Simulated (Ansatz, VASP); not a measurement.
**PbS: VASP beside Ansatz**

```
Pb S
1.0
     2.11266    1.21975    3.45192
    -2.11266    1.21975    3.45192
     0.00000   -2.43949    3.45192
Pb S
1 1
Cartesian
  0.0000 0.0000 10.1545
  0.0000 0.0000 4.9193
```

The cell is a database's computed one.

Alike in both runs: functional LDA; k mesh 8 × 8 × 8; occupations fermi-dirac, width 0.05 eV; no spin polarisation.

```csv
,VASP,Ansatz
version,VASP 6.6.1,Ansatz 0.2.0
potentials or method,"VASP PAW LDA potentials, release 64 (Pb_d, S)",Ansatz PAW
plane-wave cutoff (eV),520,420
valence electrons in the cell,20,20
task,single point,band structure
```

```csv
,VASP,Ansatz,Ansatz less VASP
gap on the k mesh at the Fermi level (eV),0.31,0.33,+0.022
least direct gap on the mesh (eV),0.31,0.33,+0.022
pressure (GPa),-3.7,-3.7,-0.03
```

Caveats: spin-orbit coupling is left out, which as a rule narrows the gap of such compounds by several tenths of an eV; the PAW data sets come from PBE, with cores solved anew for the run's functional, which leaves a small shift of forces and pressure (Ansatz).
